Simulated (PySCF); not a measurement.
**One shape, several levels: CHF3 (trifluoromethane)**

We compute a comparison of 4 runs (BHLYP/def2-SVPD, CAM-B3LYP/def2-SVPD, M06-L/def2-SVPD, wB97M-V/def2-SVPD) of CHF3 (trifluoromethane). Input form: a Python script.

The results are computed with PySCF 2.14.0.

2 further runs of the same task are left out: 2 set aside as unsound or not needed.

### 1 The system as given

CHF3: 5 atoms, total charge 0, spin state singlet. As SMILES, `FC(F)F`. The C2–H5 distance was set to 2.404 Å, away from the relaxed value. At this shape a bond of the SMILES string is far longer than usual.

Bond lengths: F1–C2 1.331 Å, C2–F3 1.331 Å, C2–F4 1.331 Å. Angles: F1–C2–F3 108.5°, F1–C2–F4 108.5°, F3–C2–F4 108.5°.

### 2 A single-point energy at BHLYP/def2-SVPD (run 1)

input.py reads:

```python
from pyscf import gto, dft

molecule = gto.M(
    atom='''
F     -2.068273    -2.949273     1.758076
C     -0.767858    -2.219725    -0.268409
F      1.174497    -3.788444    -0.578872
F     -2.264653    -2.392541    -2.283311
H      0.707457     2.045081     0.247308
''',
    basis='def2-svpd',
    max_memory=1860,
    verbose=3,
    charge=0,
    unit='bohr',
)

ks = dft.RKS(molecule)
ks.xc = 'bhandhlyp'
ks.conv_tol = 1e-10
ks.grids.level = 5
ks.kernel()
if not ks.converged:
    ks = ks.newton().run(ks.mo_coeff, ks.mo_occ)

e_final = ks.e_tot
print('Final energy', e_final)
```

The run is started by

```bash
$ OMP_NUM_THREADS=1 python input.py
```

The program printed:

```text
converged SCF energy = -337.665572794548
Final energy -337.66557279454764
```

It took 15 s on 1 thread of Arm Neoverse V1, shared host; peak memory 0.48 GiB.

### 3 A single-point energy at CAM-B3LYP/def2-SVPD (run 2)

calc.py reads:

```python
from pyscf import gto, dft

mol = gto.M(
    atom='''
F     -1.094483    -1.560688     0.930334
C     -0.406333    -1.174628    -0.142036
F      0.621517    -2.004758    -0.306326
F     -1.198403    -1.266078    -1.208276
H      0.374370     1.082210     0.130870
''',
    charge=0,
    verbose=3,
    max_memory=1860,
    basis='def2-svpd',
)

mf = dft.RKS(mol, xc='cam-b3lyp')
mf.conv_tol = 1e-10
mf.grids.level = 5
mf.kernel()
if not mf.converged:
    mf = mf.newton().run(mf.mo_coeff, mf.mo_occ)

e_final = mf.e_tot
print(f'total energy: {e_final:.8f} hartree')
```

The run is started by

```bash
$ OMP_NUM_THREADS=1 python calc.py
```

The program printed:

```text
converged SCF energy = -337.733488615221
total energy: -337.73348862 hartree
```

It took 20 s on 1 thread of Arm Neoverse V1, shared host; peak memory 0.48 GiB.

Run 3 isn't shown in full; the table further down has it.

### 4 The energy at wB97M-V/def2-SVPD (run 4)

mol.xyz reads:

```xyz
5
CHF3
F     -1.094483    -1.560688     0.930334
C     -0.406333    -1.174628    -0.142036
F      0.621517    -2.004758    -0.306326
F     -1.198403    -1.266078    -1.208276
H      0.374370     1.082210     0.130870
```

run.py reads:

```python
from pyscf import gto, dft

system = gto.Mole()
system.atom = 'mol.xyz'
system.spin = 0
system.basis = 'def2-svpd'
system.verbose = 3
system.max_memory = 1860
system.build()

mf = dft.RKS(system)
mf.xc = 'wb97m-v'
mf.grids.level = 5
mf.nlcgrids.level = 1
mf.conv_tol = 1e-10
mf.kernel()
if not mf.converged:
    mf = mf.newton().run(mf.mo_coeff, mf.mo_occ)

e_tot = mf.e_tot
print('Final energy', e_tot)
```

The run is started by

```bash
$ OMP_NUM_THREADS=1 python run.py
```

The program printed:

```text
converged SCF energy = -337.728593559181
Final energy -337.7285935591807
```

Wall time 61 s (1 thread of Arm Neoverse V1, shared host); peak memory 0.53 GiB.

### 5 Overview of the runs

```tsv
run	level	nlc grid	energy (Eh)	dipole moment (D)	HOMO energy (eV)	LUMO energy (eV)	wall time
1	BHLYP/def2-SVPD	–	-337.665573	0.81	-9.37	-3.57	15 s
2	CAM-B3LYP/def2-SVPD	–	-337.733489	0.68	-9.64	-3.32	20 s
3	M06-L/def2-SVPD	–	-337.779442	0.26	-7.43	-4.92	35 s
4	wB97M-V/def2-SVPD	1	-337.728594	0.65	-10.33	-2.32	61 s
```

### 6 What came out

```
            quantity          value
 run 4: total energy  -337.72859 Eh
run 4: dipole moment         0.65 D
  run 4: HOMO energy      -10.33 eV
  run 4: LUMO energy       -2.32 eV
run 4: HOMO–LUMO gap        8.00 eV
```

In words: The dipole moment (its size) runs from 0.26 D (M06-L/def2-SVPD) to 0.81 D (BHLYP/def2-SVPD). The HOMO–LUMO gap runs from 2.51 eV (M06-L/def2-SVPD) to 8.00 eV (wB97M-V/def2-SVPD). Totals of different functionals can't be ranked against each other. In runs 1, 2, 3, 4 a closed-shell determinant meets a far-stretched bond, which it describes badly. All runs together took 2.2 min, the longest 61 s.
